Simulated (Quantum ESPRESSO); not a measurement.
# TiAl3 (I4/mmm) in Quantum ESPRESSO: further runs

One crystal, TiAl3, is run at these levels: PBEsol; tasks: band structure.

Everything below comes from runs of Quantum ESPRESSO 7.5. Logs are shortened: lines on timing, memory, paths and dates and some standing lists are left out, and cuts for length are marked.

## 1. The structure

It takes space group I4/mmm (No. 139, tetragonal). Conventional cell: a = 3.822 Å, b = 3.822 Å, c = 8.561 Å, α = 90.00°, β = 90.00°, γ = 90.00°. Around Ti (site symmetry 4/mmm) lie 12 Al at 2.70 to 2.87 Å. Al (site symmetry -4m2) is surrounded by 8 Al at 2.70 to 2.87 Å and 4 Ti at 2.87 Å. Al (site symmetry 4/mmm) has 4 Ti at 2.70 Å and 8 Al at 2.87 Å as nearest neighbours.

The cell comes from a database or a generator and needn't be the stable form of this composition.

## 2. Band structure, PBEsol

Contents of pw.in:

```
&CONTROL
  calculation = 'scf'
  prefix = 'pwscf'
  outdir = './tmp'
  pseudo_dir = './pseudo'
  tprnfor = .true.
  tstress = .true.
  disk_io = 'low'
/
&SYSTEM
  ibrav = 0
  celldm(1) = 8
  nat = 4
  ntyp = 2
  ecutwfc = 45
  ecutrho = 360
  nbnd = 17
  occupations = 'smearing'
  smearing = 'fd'
  degauss = 0.00367493
/
&ELECTRONS
  conv_thr = 8d-10
  electron_maxstep = 120
  mixing_beta = 0.5
/
ATOMIC_SPECIES
Ti    47.8670 ti_pbesol_v1.4.uspp.F.UPF
Al    26.9815 al_pbesol_v1.uspp.F.UPF
CELL_PARAMETERS alat
 -0.4514335490844   0.4514335490844   1.0111614565269
  0.4514335490844  -0.4514335490844   1.0111614565269
  0.4514335490844   0.4514335490844  -1.0111614565269
ATOMIC_POSITIONS crystal
Ti     0.0000000000    0.0000000000    0.0000000000
Al     0.2500000000    0.7500000000    0.5000000000
Al     0.7500000000    0.2500000000    0.5000000000
Al     0.5000000000    0.5000000000    0.0000000000
K_POINTS automatic
10 10 10 0 0 0
```

Contents of bands.in:

```
&CONTROL
  calculation = 'bands'
  prefix = 'pwscf'
  outdir = './tmp'
  pseudo_dir = './pseudo'
  disk_io = 'low'
  verbosity = 'high'
/
&SYSTEM
  ibrav = 0
  celldm(1) = 8
  nat = 4
  ntyp = 2
  ecutwfc = 45
  ecutrho = 360
  nbnd = 17
  occupations = 'smearing'
  smearing = 'fd'
  degauss = 0.00367493
/
&ELECTRONS
  conv_thr = 1d-08
  electron_maxstep = 120
  mixing_beta = 0.5
  diago_full_acc = .true.
  startingwfc = 'random'
/
ATOMIC_SPECIES
Ti    47.8670 ti_pbesol_v1.4.uspp.F.UPF
Al    26.9815 al_pbesol_v1.uspp.F.UPF
CELL_PARAMETERS alat
 -0.4514335490844   0.4514335490844   1.0111614565269
  0.4514335490844  -0.4514335490844   1.0111614565269
  0.4514335490844   0.4514335490844  -1.0111614565269
ATOMIC_POSITIONS crystal
Ti     0.0000000000    0.0000000000    0.0000000000
Al     0.2500000000    0.7500000000    0.5000000000
Al     0.7500000000    0.2500000000    0.5000000000
Al     0.5000000000    0.5000000000    0.0000000000
K_POINTS crystal
60
 0.0000000000  0.0000000000  0.0000000000 1
 0.0000000000  0.0000000000  0.0625000000 1
 0.0000000000  0.0000000000  0.1250000000 1
 0.0000000000  0.0000000000  0.1875000000 1
 0.0000000000  0.0000000000  0.2500000000 1
 0.0000000000  0.0000000000  0.3125000000 1
 0.0000000000  0.0000000000  0.3750000000 1
 0.0000000000  0.0000000000  0.4375000000 1
 0.0000000000  0.0000000000  0.5000000000 1
-0.0996590294  0.0996590294  0.5000000000 1
-0.1396931265  0.1396931265  0.4599659029 1
-0.1797272235  0.1797272235  0.4199318059 1
-0.2197613206  0.2197613206  0.3798977088 1
-0.2597954177  0.2597954177  0.3398636118 1
-0.2998295147  0.2998295147  0.2998295147 1
-0.2623508254  0.2623508254  0.2623508254 1
-0.2248721360  0.2248721360  0.2248721360 1
-0.1873934467  0.1873934467  0.1873934467 1
-0.1499147574  0.1499147574  0.1499147574 1
-0.1124360680  0.1124360680  0.1124360680 1
-0.0749573787  0.0749573787  0.0749573787 1
-0.0374786893  0.0374786893  0.0374786893 1
 0.0000000000  0.0000000000  0.0000000000 1
 0.1000000000  0.1000000000 -0.1000000000 1
 0.2000000000  0.2000000000 -0.2000000000 1
 0.3000000000  0.3000000000 -0.3000000000 1
 0.4000000000  0.4000000000 -0.4000000000 1
 0.5000000000  0.5000000000 -0.5000000000 1
 0.4599659029  0.5400340971 -0.4599659029 1
 0.4199318059  0.5800681941 -0.4199318059 1
 0.3798977088  0.6201022912 -0.3798977088 1
 0.3398636118  0.6601363882 -0.3398636118 1
 0.2998295147  0.7001704853 -0.2998295147 1
 0.1998863431  0.6334469902 -0.1998863431 1
 0.0999431716  0.5667234951 -0.0999431716 1
 0.0000000000  0.5000000000  0.0000000000 1
 0.0357142857  0.4642857143  0.0357142857 1
 0.0714285714  0.4285714286  0.0714285714 1
 0.1071428571  0.3928571429  0.1071428571 1
 0.1428571429  0.3571428571  0.1428571429 1
 0.1785714286  0.3214285714  0.1785714286 1
 0.2142857143  0.2857142857  0.2142857143 1
 0.2500000000  0.2500000000  0.2500000000 1
 0.3125000000  0.3125000000  0.1625852426 1
 0.3750000000  0.3750000000  0.0751704853 1
 0.4375000000  0.4375000000 -0.0122442721 1
 0.5000000000  0.5000000000 -0.0996590294 1
 0.5000000000  0.5000000000 -0.1441413595 1
 0.5000000000  0.5000000000 -0.1886236896 1
 0.5000000000  0.5000000000 -0.2331060196 1
 0.5000000000  0.5000000000 -0.2775883497 1
 0.5000000000  0.5000000000 -0.3220706797 1
 0.5000000000  0.5000000000 -0.3665530098 1
 0.5000000000  0.5000000000 -0.4110353399 1
 0.5000000000  0.5000000000 -0.4555176699 1
 0.5000000000  0.5000000000 -0.5000000000 1
 0.0000000000  0.0000000000  0.5000000000 1
 0.0833333333  0.0833333333  0.4166666667 1
 0.1666666667  0.1666666667  0.3333333333 1
 0.2500000000  0.2500000000  0.2500000000 1
```

Potentials or basis: GBRV 1.5 PBEsol.

Launch:

```console
$ OMP_NUM_THREADS=1 mpirun -n 2 pw.x -nk 2 -in pw.in > pw.out
$ OMP_NUM_THREADS=1 mpirun -n 2 pw.x -nk 2 -in bands.in > bands.out
```

pw.out:

```text
This program is part of the open-source Quantum ESPRESSO suite
     for quantum simulation of materials; please cite
         "P. Giannozzi et al., J. Phys.:Condens. Matter 21 395502 (2009);
         "P. Giannozzi et al., J. Phys.:Condens. Matter 29 465901 (2017);
         "P. Giannozzi et al., J. Chem. Phys. 152 154105 (2020);
     in publications or presentations arising from this work. More details at

     Message from routine setup:
     using ibrav=0 with symmetry is DISCOURAGED, use correct ibrav instead

     K-points division:     npool     =       2
     Subspace diagonalization in iterative solution of the eigenvalue problem:
     a serial algorithm will be used

     G-vector sticks info
     --------------------
     sticks:   dense  smooth     PW     G-vecs:    dense   smooth      PW
     Sum        2355    1183    413                48613    17199    3597

     Using Slab Decomposition

     bravais-lattice index     =            0
     lattice parameter (alat)  =       8.0000  a.u.
     unit-cell volume          =     422.0249 (a.u.)^3
     number of atoms/cell      =            4
     number of atomic types    =            2
     number of electrons       =        21.00
     number of Kohn-Sham states=           17
     kinetic-energy cutoff     =      45.0000  Ry
     charge density cutoff     =     360.0000  Ry
     scf convergence threshold =      8.0E-10
     mixing beta               =       0.5000
     number of iterations used =            8  plain     mixing
     Exchange-correlation= SLA  PW   PSX  PSC
                           (   1   4  10   8   0   0   0)

     celldm(1)=   8.000000  celldm(2)=   0.000000  celldm(3)=   0.000000
     celldm(4)=   0.000000  celldm(5)=   0.000000  celldm(6)=   0.000000

     crystal axes: (cart. coord. in units of alat)
               a(1) = (  -0.451434   0.451434   1.011161 )
               a(2) = (   0.451434  -0.451434   1.011161 )
               a(3) = (   0.451434   0.451434  -1.011161 )

     reciprocal axes: (cart. coord. in units 2 pi/alat)
               b(1) = (  0.000000  1.107583  0.494481 )
               b(2) = (  1.107583  0.000000  0.494481 )
               b(3) = (  1.107583  1.107583  0.000000 )

     PseudoPot. # 1 for Ti read from file:
     ti_pbesol_v1.4.uspp.F.UPF
     Pseudo is Ultrasoft + core correction, Zval = 12.0
     Generated by new atomic code, or converted to UPF format
     Using radial grid of  851 points,  6 beta functions with:
                l(1) =   0
                l(2) =   0
                l(3) =   1
                l(4) =   1
                l(5) =   2
                l(6) =   2
     Q(r) pseudized with  6 coefficients,  rinner =    1.000   1.000   1.000
                                                       1.000   1.000

     PseudoPot. # 2 for Al read from file:
     al_pbesol_v1.uspp.F.UPF
     Pseudo is Ultrasoft + core correction, Zval =  3.0
     Generated by new atomic code, or converted to UPF format
     Using radial grid of  893 points,  3 beta functions with:
                l(1) =   0
                l(2) =   1
                l(3) =   2
     Q(r) pseudized with  8 coefficients,  rinner =    0.900   0.900   0.900
                                                       0.900   0.900

     atomic species   valence    mass     pseudopotential
     Ti               12.00    47.86700     Ti( 1.00)
     Al                3.00    26.98150     Al( 1.00)

     16 Sym. Ops., with inversion, found

   Cartesian axes

     site n.     atom                  positions (alat units)
         1        Ti     tau(   1) = (   0.0000000   0.0000000   0.0000000  )
         2        Al     tau(   2) = (   0.4514335  -0.0000000   0.5055807  )
         3        Al     tau(   3) = (   0.0000000   0.4514335   0.5055807  )
         4        Al     tau(   4) = (   0.0000000   0.0000000   1.0111615  )

     number of k points=   102  Fermi-Dirac smearing, width (Ry)=  0.0037

     Number of k-points >= 100: set verbosity='high' to print them.

     Dense  grid:    48613 G-vectors     FFT dimensions: (  60,  60,  60)

     Smooth grid:    17199 G-vectors     FFT dimensions: (  45,  45,  45)

     Check: negative core charge=   -0.000004

     Initial potential from superposition of free atoms

     starting charge      19.9929, renormalised to      21.0000

     negative rho (up, down):  9.723E-04 0.000E+00
     Starting wfcs are   22 randomized atomic wfcs

     Self-consistent Calculation

     iteration #  1     ecut=    45.00 Ry     beta= 0.50
     Davidson diagonalization with overlap
     ethr =  1.00E-02,  avg # of iterations =  3.8

     Threshold (ethr) on eigenvalues was too large:
     Diagonalizing with lowered threshold

     Davidson diagonalization with overlap
     ethr =  5.99E-04,  avg # of iterations =  2.0

     negative rho (up, down):  9.059E-04 0.000E+00

     total energy              =    -139.22711272 Ry
     estimated scf accuracy    <       0.13457520 Ry

     iteration #  2     ecut=    45.00 Ry     beta= 0.50
     Davidson diagonalization with overlap
     ethr =  6.41E-04,  avg # of iterations =  3.3

     negative rho (up, down):  7.049E-04 0.000E+00

     total energy              =    -139.21534000 Ry
     estimated scf accuracy    <       0.22623495 Ry

     iteration #  3     ecut=    45.00 Ry     beta= 0.50
     Davidson diagonalization with overlap
     ethr =  6.41E-04,  avg # of iterations =  2.2

     negative rho (up, down):  5.810E-04 0.000E+00

     total energy              =    -139.25627680 Ry
     estimated scf accuracy    <       0.02353021 Ry

     iteration #  4     ecut=    45.00 Ry     beta= 0.50
     Davidson diagonalization with overlap
     ethr =  1.12E-04,  avg # of iterations =  1.8

     negative rho (up, down):  5.190E-04 0.000E+00

     total energy              =    -139.25859947 Ry
     estimated scf accuracy    <       0.00084625 Ry

     iteration #  5     ecut=    45.00 Ry     beta= 0.50
     Davidson diagonalization with overlap
     ethr =  4.03E-06,  avg # of iterations =  4.8

     negative rho (up, down):  4.771E-04 0.000E+00

     total energy              =    -139.25874975 Ry
     estimated scf accuracy    <       0.00005097 Ry

     iteration #  6     ecut=    45.00 Ry     beta= 0.50
     Davidson diagonalization with overlap
     ethr =  2.43E-07,  avg # of iterations =  2.0

     negative rho (up, down):  4.759E-04 0.000E+00

     total energy              =    -139.25875574 Ry
     estimated scf accuracy    <       0.00000331 Ry

     iteration #  7     ecut=    45.00 Ry     beta= 0.50
     Davidson diagonalization with overlap
     ethr =  1.58E-08,  avg # of iterations =  2.1

     negative rho (up, down):  4.746E-04 0.000E+00

     total energy              =    -139.25875656 Ry
     estimated scf accuracy    <       0.00000062 Ry

     iteration #  8     ecut=    45.00 Ry     beta= 0.50
     Davidson diagonalization with overlap
     ethr =  2.96E-09,  avg # of iterations =  1.9

     negative rho (up, down):  4.746E-04 0.000E+00

     total energy              =    -139.25875666 Ry
     estimated scf accuracy    <       0.00000003 Ry

     iteration #  9     ecut=    45.00 Ry     beta= 0.50
     Davidson diagonalization with overlap
     ethr =  1.20E-10,  avg # of iterations =  2.1

     negative rho (up, down):  4.746E-04 0.000E+00

     total energy              =    -139.25875667 Ry
     estimated scf accuracy    <          8.9E-10 Ry

     iteration # 10     ecut=    45.00 Ry     beta= 0.50
     Davidson diagonalization with overlap
     ethr =  4.23E-12,  avg # of iterations =  2.6

     negative rho (up, down):  4.746E-04 0.000E+00

     End of self-consistent calculation

     Number of k-points >= 100: set verbosity='high' to print the bands.

     the Fermi energy is     9.5886 ev

!    total energy              =    -139.25875667 Ry
     estimated scf accuracy    <          2.3E-11 Ry
     smearing contrib. (-TS)   =      -0.00097896 Ry
     internal energy E=F+TS    =    -139.25777771 Ry

     The total energy is F=E-TS. E is the sum of the following terms:
     one-electron contribution =     -60.89955071 Ry
     hartree contribution      =      38.10589216 Ry
     xc contribution           =     -30.80947855 Ry
     ewald contribution        =     -85.65464062 Ry

     convergence has been achieved in  10 iterations

     negative rho (up, down):  4.746E-04 0.000E+00

     Forces acting on atoms (cartesian axes, Ry/au):

     atom    1 type  1   force =     0.00000000    0.00000000    0.00000000
     atom    2 type  2   force =    -0.00000000   -0.00000000   -0.00000000
     atom    3 type  2   force =     0.00000000    0.00000000    0.00000000
     atom    4 type  2   force =     0.00000000    0.00000000    0.00000000

     Total force =     0.000000     Total SCF correction =     0.000000

     Computing stress (Cartesian axis) and pressure

     negative rho (up, down):  4.746E-04 0.000E+00
          total   stress  (Ry/bohr**3)                   (kbar)     P=       -6.81
  -0.00004620  -0.00000000  -0.00000000           -6.80       -0.00       -0.00
   0.00000000  -0.00004620  -0.00000000            0.00       -6.80       -0.00
  -0.00000000  -0.00000000  -0.00004657           -0.00       -0.00       -6.85

=------------------------------------------------------------------------------=
   JOB DONE.
=------------------------------------------------------------------------------=
```

Run time: 92 s. Hardware: 2 MPI ranks of Arm Neoverse V2, shared host; peak memory 0.38 GiB.

Results:

| Item | Value |
| --- | --- |
| Free energy | -1894.7119 eV |
| Pressure | -0.7 GPa |
| Band gap on the k mesh | none (metal or under the smearing width) |

Levels at the corners of the path, in eV from the Fermi level:
| point | band 6 | band 7 | band 8 | band 9 | band 10 | band 11 | band 12 | band 13 | band 14 | band 15 |
| --- | --- | --- | --- | --- | --- | --- | --- | --- | --- | --- |
| Γ | -2.86 | -2.64 | -1.42 | -1.24 | -1.24 | 0.86 | 1.76 | 1.76 | 2.27 | 2.44 |
| X | -5.09 | -4.38 | -3.79 | -2.72 | -2.21 | -0.99 | 1.78 | 1.95 | 2.73 | 2.87 |
| Y | -5.67 | -4.93 | -3.64 | -2.22 | -1.37 | -0.87 | 1.70 | 1.92 | 2.23 | 3.37 |
| S | -6.78 | -5.60 | -1.08 | -0.76 | -0.61 | 0.57 | 1.61 | 2.13 | 3.07 | 3.15 |
| Γ | -2.86 | -2.64 | -1.42 | -1.24 | -1.24 | 0.86 | 1.76 | 1.76 | 2.27 | 2.44 |
| Z | -7.62 | -2.01 | -0.93 | -0.93 | -0.23 | 0.72 | 0.72 | 0.98 | 3.10 | 4.75 |
| S1 | -6.78 | -5.60 | -1.08 | -0.76 | -0.61 | 0.57 | 1.61 | 2.13 | 3.07 | 3.15 |
| N | -7.01 | -3.64 | -2.95 | -1.06 | -0.26 | 0.51 | 1.81 | 2.11 | 2.74 | 3.19 |
| P | -4.81 | -4.81 | -4.29 | -1.84 | -1.84 | -1.16 | 0.88 | 1.78 | 1.95 | 3.20 |
| Y1 | -5.67 | -4.93 | -3.64 | -2.22 | -1.37 | -0.87 | 1.70 | 1.92 | 2.23 | 3.37 |
| Z | -7.62 | -2.01 | -0.93 | -0.93 | -0.23 | 0.72 | 0.72 | 0.98 | 3.10 | 4.75 |
| X | -5.09 | -4.38 | -3.79 | -2.72 | -2.21 | -0.99 | 1.78 | 1.95 | 2.73 | 2.87 |
| P | -4.81 | -4.81 | -4.29 | -1.84 | -1.84 | -1.16 | 0.88 | 1.78 | 1.95 | 3.20 |

## 3. Band structure, PBEsol

pw.in: that of step 2 with these lines changed.

```diff
@@ -14,4 +14,3 @@
   ntyp = 2
-  ecutwfc = 45
-  ecutrho = 360
+  ecutwfc = 84
   nbnd = 17
@@ -27,4 +26,4 @@
 ATOMIC_SPECIES
-Ti    47.8670 ti_pbesol_v1.4.uspp.F.UPF
-Al    26.9815 al_pbesol_v1.uspp.F.UPF
+Ti    47.8670 Ti.upf
+Al    26.9815 Al.upf
 CELL_PARAMETERS alat
```

Contents of pp_density.in:

```
&INPUTPP
  prefix = 'pwscf'
  outdir = './tmp'
  filplot = 'density.dat'
  plot_num = 0
/
&PLOT
  nfile = 1
  filepp(1) = 'density.dat'
  iflag = 3
  output_format = 6
  fileout = 'density.cube'
/
```

Contents of pp_potential.in:

```
&INPUTPP
  prefix = 'pwscf'
  outdir = './tmp'
  filplot = 'potential.dat'
  plot_num = 11
/
&PLOT
  nfile = 1
  filepp(1) = 'potential.dat'
  iflag = 3
  output_format = 6
  fileout = 'potential.cube'
/
```

Contents of pp_elf.in:

```
&INPUTPP
  prefix = 'pwscf'
  outdir = './tmp'
  filplot = 'elf.dat'
  plot_num = 8
/
&PLOT
  nfile = 1
  filepp(1) = 'elf.dat'
  iflag = 3
  output_format = 6
  fileout = 'elf.cube'
/
```

bands.in: that of step 2 with these lines changed.

```diff
@@ -13,4 +13,3 @@
   ntyp = 2
-  ecutwfc = 45
-  ecutrho = 360
+  ecutwfc = 84
   nbnd = 17
@@ -28,4 +27,4 @@
 ATOMIC_SPECIES
-Ti    47.8670 ti_pbesol_v1.4.uspp.F.UPF
-Al    26.9815 al_pbesol_v1.uspp.F.UPF
+Ti    47.8670 Ti.upf
+Al    26.9815 Al.upf
 CELL_PARAMETERS alat
```

Potentials or basis: PseudoDojo 0.4 SR PBEsol stringent.

Launch:

```console
$ OMP_NUM_THREADS=1 mpirun -n 2 pw.x -nk 2 -in pw.in > pw.out
$ OMP_NUM_THREADS=1 mpirun -n 1 pp.x -in pp_density.in > pp_density.out
$ OMP_NUM_THREADS=1 mpirun -n 1 pp.x -in pp_potential.in > pp_potential.out
$ OMP_NUM_THREADS=1 mpirun -n 1 pp.x -in pp_elf.in > pp_elf.out
$ OMP_NUM_THREADS=1 mpirun -n 2 pw.x -nk 2 -in bands.in > bands.out
```

Run time: 4.1 min. Hardware: 2 MPI ranks of Arm Neoverse V2, shared host; peak memory 0.36 GiB.

Results (log left out):

```
Free energy            : -1804.6838 eV
Pressure               : -0.6 GPa
Band gap on the k mesh : none (metal or under the smearing width)
```

Levels at the corners of the path, in eV from the Fermi level:
```csv
point,band 8,band 9,band 10,band 11,band 12,band 13
Γ,-1.43,-1.23,-1.23,0.85,1.76,1.76
X,-3.77,-2.70,-2.21,-0.99,1.78,1.95
Y,-3.62,-2.22,-1.37,-0.87,1.70,1.92
S,-1.07,-0.77,-0.61,0.57,1.61,2.13
Γ,-1.43,-1.23,-1.23,0.85,1.76,1.76
Z,-0.92,-0.92,-0.24,0.71,0.71,0.97
S1,-1.07,-0.77,-0.61,0.57,1.61,2.13
N,-2.94,-1.06,-0.26,0.51,1.81,2.10
P,-4.27,-1.83,-1.83,-1.15,0.86,1.78
Y1,-3.62,-2.22,-1.37,-0.87,1.70,1.92
Z,-0.92,-0.92,-0.24,0.71,0.71,0.97
X,-3.77,-2.70,-2.21,-0.99,1.78,1.95
P,-4.27,-1.83,-1.83,-1.15,0.86,1.78
```

Caveat: some levels on the path didn't converge.

## 4. Band structure, PBEsol

pw.in is that of step 3.

bands.in is that of step 3.

Potentials or basis: PseudoDojo 0.4.1 SR PBEsol standard.

Launch:

```console
$ OMP_NUM_THREADS=1 mpirun -n 2 pw.x -nk 2 -in pw.in > pw.out
$ OMP_NUM_THREADS=1 mpirun -n 2 pw.x -nk 2 -in bands.in > bands.out
```

Run time: 3.7 min. Hardware: 2 MPI ranks of Arm Neoverse V2, shared host; peak memory 0.36 GiB.

The run converged. Its results:

```
Free energy            : -1804.6838 eV
Pressure               : -0.6 GPa
Band gap on the k mesh : none (metal or under the smearing width)
```

Levels at the corners of the path, in eV from the Fermi level:
```csv
point,band 7,band 8,band 9,band 10,band 11,band 12,band 13,band 14
Γ,-2.63,-1.43,-1.23,-1.23,0.85,1.76,1.76,2.24
X,-4.38,-3.77,-2.70,-2.21,-0.99,1.78,1.95,2.71
Y,-4.92,-3.62,-2.22,-1.37,-0.87,1.70,1.92,2.22
S,-5.58,-1.07,-0.77,-0.61,0.57,1.61,2.13,3.06
Γ,-2.63,-1.43,-1.23,-1.23,0.85,1.76,1.76,2.24
Z,-2.01,-0.92,-0.92,-0.24,0.71,0.71,0.97,3.08
S1,-5.58,-1.07,-0.77,-0.61,0.57,1.61,2.13,3.06
N,-3.63,-2.94,-1.06,-0.26,0.51,1.81,2.10,2.74
P,-4.80,-4.27,-1.83,-1.83,-1.15,0.86,1.78,1.95
Y1,-4.92,-3.62,-2.22,-1.37,-0.87,1.70,1.92,2.22
Z,-2.01,-0.92,-0.92,-0.24,0.71,0.71,0.97,3.08
X,-4.38,-3.77,-2.70,-2.21,-0.99,1.78,1.95,2.71
P,-4.80,-4.27,-1.83,-1.83,-1.15,0.86,1.78,1.95
```

Caveat: some levels on the path didn't converge.

## 5. Summary

| potentials or basis | cutoff (eV) | gap on the mesh (eV) | pressure (GPa) |
| --- | --- | --- | --- |
| GBRV 1.5 PBEsol | 612 | none | -0.7 |
| PseudoDojo 0.4 SR PBEsol stringent | 1143 | none | -0.6 |
| PseudoDojo 0.4.1 SR PBEsol standard | 1143 | none | -0.6 |

Alike in all rows: task band structure; level PBEsol; no spin polarisation; cell as given; k mesh 10 × 10 × 10; smearing fermi-dirac 0.05 eV.

Caveats: some levels on the path didn't converge (some runs).

Total energies depend on the potentials used, so only differences within one code and one set of settings carry meaning.
